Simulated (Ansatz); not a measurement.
# Mn (hcp type): the cost of one run

Computed with Ansatz 0.2.0 (DFT, PBE, all-electron LAPW, scalar-relativistic, unless a step's input says otherwise).

## 1. The starting structure

Symmetry: P6_3/mmc, No. 194, hexagonal system. Conventional cell: a = 2.313 Å, b = 2.313 Å, c = 3.736 Å, α = 90.00°, β = 90.00°, γ = 120.00°. Mn (site symmetry -6m2) is surrounded by 12 Mn at 2.30 to 2.31 Å.

Coordinates:

```cif
data_structure
_symmetry_space_group_name_H-M 'P6_3/mmc'
_symmetry_Int_Tables_number 194
_cell_length_a 2.3128
_cell_length_b 2.3128
_cell_length_c 3.7362
_cell_angle_alpha 90.000
_cell_angle_beta 90.000
_cell_angle_gamma 120.000
_cell_volume 17.31
loop_
_atom_site_label
_atom_site_type_symbol
_atom_site_symmetry_multiplicity
_atom_site_Wyckoff_symbol
_atom_site_fract_x
_atom_site_fract_y
_atom_site_fract_z
_atom_site_occupancy
Mn1 Mn 2 c 0.33333 0.66667 0.25000 1
```

The file gives the conventional cell by its symmetry; the runs use the cell typed in the input.

Atoms are numbered in the order of the input: Mn1, Mn2.

## 2. Hcp relaxed under pressure, LAPW

Contents of input.yaml:

```yaml
crystal:
  lattice:
    - [2.3127739586, 0.0, 0.0]
    - [-1.1563869793, 2.0029210013, 0.0]
    - [0.0, 0.0, 3.7362337884]
  atoms:
    - { symbol: Mn, position: [0.3333333333, 0.6666666667, 0.25], spin: 3.0 }
    - { symbol: Mn, position: [0.6666666667, 0.3333333333, 0.75], spin: 3.0 }
magnetization:
  spin_polarized: true
kpoints:
  mp_grid: { grid: [19, 19, 10] }
scf:
  occupations: { method: fermi_dirac, width: 0.08 }
hamiltonian:
  xc: pbe
  pseudopotentials: { kind: all_electron, lapw: { basis_error: 0.0005 } }
output:
  forces: true
  stress: true
  eigenvalues: true
relax:
  f_tol: 0.005
  max_steps: 12
  cell: { p_target: 95.0, stress_tol: 0.048 }
```

On the command line:

```bash
$ ansatz run input.yaml --threads 2 --pin off --max-ram 7168MiB --backend cpu --events-out ev --progress --plain --runs-dir out
```

Q: Estimate wall time and peak memory on 2 threads of Arm Neoverse V1, shared host.

About 2 min, with a peak of 1.1 GiB.
